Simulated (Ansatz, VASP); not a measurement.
# Two plane-wave programs on Cs

```
CELL_PARAMETERS angstrom
-3.18982 3.18982 3.18982
3.18982 -3.18982 3.18982
3.18982 3.18982 -3.18982
ATOMIC_POSITIONS crystal
Cs 0.00000 0.00000 0.00000
```

Change from the starting cell: volume scaled by 1.06.

Alike in both runs: task single point; functional PBE; k mesh 6 × 6 × 6; occupations fermi-dirac, width 0.05 eV; no spin polarisation.

|  | VASP | Ansatz |
| --- | --- | --- |
| version | VASP 6.6.1 | Ansatz 0.2.0 |
| potentials or method | VASP PAW PBE potentials, release 64 (Cs_sv) | Ansatz PAW |
| plane-wave cutoff (eV) | 520 | 420 |
| valence electrons in the cell | 9 | 9 |

```csv
,VASP,Ansatz,Ansatz less VASP
gap on the k mesh at the Fermi level (eV),none,none,-
pressure (GPa),-0.2,-0.2,+0.01
```

A gap of «none» marks a metal or a gap that the smearing closes.

The runs have no spin-orbit coupling, so splittings on Cs are missing.
